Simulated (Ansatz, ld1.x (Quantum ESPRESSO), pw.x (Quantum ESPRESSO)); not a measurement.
## Equation-of-state test of one ultrasoft potential (Mo (Z = 42))

Mo, ultrasoft, made with ld1.x (Quantum ESPRESSO) 7.5 (PBEsol, scalar-relativistic). Core [Ar] 3d10, reference 4s2 4p6 4d5 5s1 5p0. Waves: 4s (bound): rcut 1.65, rcutus 2.10 bohr; 5s (bound): rcut 1.65, rcutus 2.10 bohr; 4p (bound): rcut 1.95, rcutus 2.25 bohr; 5p (bound, empty): rcut 1.95, rcutus 2.25 bohr; 4d (bound): rcut 1.85, rcutus 2.15 bohr; 4d channel at 0.5 Ry: rcut 1.85, rcutus 2.15 bohr. Local part: all-electron potential smoothed inside 1.65 bohr (lloc = -2). Core correction: Bessel-smoothed model core inside 1.20 bohr. Augmentation charge: PSQ, inside the norm-conserving radii.

Crystal test: bcc Mo in pw.x 7.5, no spin, 15³ k-points, Fermi–Dirac smearing 0.01 Ry, cutoffs 50/400 Ry. The reference is all-electron LAPW (Ansatz 0.2.0) with the same functional, mesh and smearing; V0 and B0 come from Birch–Murnaghan fits to the pressures at five volumes. Errors are pseudo minus all-electron; Δ is the rms difference of the E(V) curves that follow from these fits, minima aligned, over ±6 % about the mean V0. Mesh and smearing are coarse, so the numbers serve the comparison and aren't converged zero-temperature values; the lattice is a test structure that the element need not adopt.

```tsv
V (Å³/atom)	P all-electron (GPa)	P pseudo (GPa)
14.561	16.26	18.21
14.944	7.74	9.25
15.327	0.24	1.37
15.710	-6.34	-5.50
16.093	-12.13	-11.56
```

All-electron: a0 = 3.131 Å (V0 = 15.34 Å³/atom), B0 = 279.7 GPa.

Pseudopotential: mean pressure error (GPa): +1.20; a0 (Å): 3.135; a0 error (%): +0.13; B0 error (%): +3.1; Δ (meV/atom): 3.9. Atomic configuration tests: test run stopped at test 3 of 7 (negative rho), 1 before it not solved.

Task: At the middle volume, how do free energy and pressure move when the wave cutoff is lowered (ecutrho held at 400 Ry)?

Result:

```tsv
cutoff (Ry)	shift of F (meV/atom)	shift of P (GPa)
22	+466.2	-22.04
30	+57.3	+0.04
40	+6.9	-0.57
```

The run at the middle volume (120 k-points, 11 iterations) took about 20 s on one core of a shared host (Neoverse-V1, 32 threads, 247 GiB, load 11).
